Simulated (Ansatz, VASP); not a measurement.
# LaH3 in VASP and in Ansatz

```
CELL_PARAMETERS angstrom
0.00000 2.78648 2.78648
2.78648 0.00000 2.78648
2.78648 2.78648 0.00000
ATOMIC_POSITIONS crystal
La 0.00000 0.00000 0.00000
H 0.50000 0.50000 0.50000
H 0.75000 0.75000 0.75000
H 0.25000 0.25000 0.25000
```

The cell comes from a database or a generator and needn't be the stable form of this composition.

Alike in both runs: task single point; functional PBEsol; k mesh 13 × 13 × 13; occupations fermi-dirac, width 0.08 eV; no spin polarisation.

|  | VASP | Ansatz |
| --- | --- | --- |
| version | VASP 6.6.1 | Ansatz 0.2.0 |
| potentials or method | VASP PAW PBE potentials, release 64 (La, H), cutoff 520 eV | all-electron LAPW, scalar-relativistic |

VASP gave:

| Property | Result |
| --- | --- |
| pressure (GPa) | -3.3 |

Task: Which values does Ansatz return?

Result: Pressure (GPa): -3.1.

Ansatz ran all-electron here, so the differences hold the error of VASP's frozen core and of both bases.

Caveats: the PAW data sets were made with another functional, which shifts forces and pressure a little (VASP). Spin-orbit coupling is left out, which matters for the levels of La.
